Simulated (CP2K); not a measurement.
Cu under changes of volume

One of the cells (11.810 Å³/atom); the others are scaled copies at fixed shape and fractional positions:

```
CELL_PARAMETERS angstrom
2.55619 0.00000 0.00000
1.27810 2.21373 0.00000
1.27810 0.73791 2.08712
ATOMIC_POSITIONS crystal
Cu 0.00000 0.00000 0.00000
```

| Item | Value |
| --- | --- |
| Program | CP2K 2026.2 |
| Functional | LDA |
| Potentials or basis | GTH_POTENTIALS Cu GTH-PADE-q11; TZVP-MOLOPT-PBE-GTH basis |
| Density cutoff | 6123 eV |
| k mesh | 13 × 13 × 13 |
| Occupations | fermi-dirac, width 0.01 eV |
| Spin | no spin polarisation |

```csv
volume (Å³/atom),energy over the lowest point (meV/atom),pressure (GPa)
11.102,0.00,-0.5
11.338,?,?
11.574,11.83,-7.3
11.810,24.70,-10.1
12.047,41.47,-12.6
12.283,61.68,-14.8
12.519,84.89,-16.7
```

Task: What does the run at 11.338 Å³/atom give?

Result: Energy over the lowest point 3.38 meV/atom; pressure -4.1 GPa.

Worked out: A Birch-Murnaghan fit of order 3 (a polynomial in V^(-2/3)) to the other rows has its minimum at 11.07 Å³/atom, just outside them, with B0 = V·E''(V) = 183 GPa and B' = 4.8. It gives 3.42 meV/atom at 11.338 Å³/atom, against the run's 3.38, and -dE/dV = -4.1 GPa, against -4.1.

Energies are extrapolated to zero smearing.

Caveats: the basis of atomic orbitals isn't converged, which shifts pressures, moduli and gaps.
